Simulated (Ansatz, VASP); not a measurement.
## One calculation of Pb, two programs

```
CELL_PARAMETERS angstrom
6.26520 0.00000 0.00000
0.00000 6.26520 0.00000
0.00000 0.00000 6.26520
ATOMIC_POSITIONS crystal
Pb 0.50000 0.50000 0.50000
Pb 0.00000 0.00000 0.00000
Pb 0.25000 0.00000 0.50000
Pb 0.50000 0.25000 0.00000
Pb 0.50000 0.75000 0.00000
Pb 0.75000 0.00000 0.50000
Pb 0.00000 0.50000 0.75000
Pb 0.00000 0.50000 0.25000
```

Alike in both runs: functional PBEsol; k mesh 6 × 6 × 6; occupations gaussian, width 0.1 eV; no spin polarisation.

Ansatz relaxed the structure, and its values are those at the end. VASP's run is a single point on that final structure, the one shown.

```csv
,VASP,Ansatz
version,VASP 6.6.1,Ansatz 0.2.0
potentials or method,"VASP PAW PBE potentials, release 64 (Pb_d)","scalar-relativistic, plane waves, PAW"
plane-wave cutoff (eV),520,420
valence electrons in the cell,112,112
```

VASP gave:

* gap on the k mesh at the Fermi level (eV): none
* pressure (GPa): -0.1

Q: What did Ansatz give for the same quantities?

A: gap on the k mesh at the Fermi level (eV): none; pressure (GPa): 0.0.

A gap of «none» marks a metal or a gap that the smearing closes.

Caveats: the PAW data sets were made with another functional, which shifts forces and pressure a little (VASP). Spin-orbit coupling is left out, which matters for the levels of Pb.
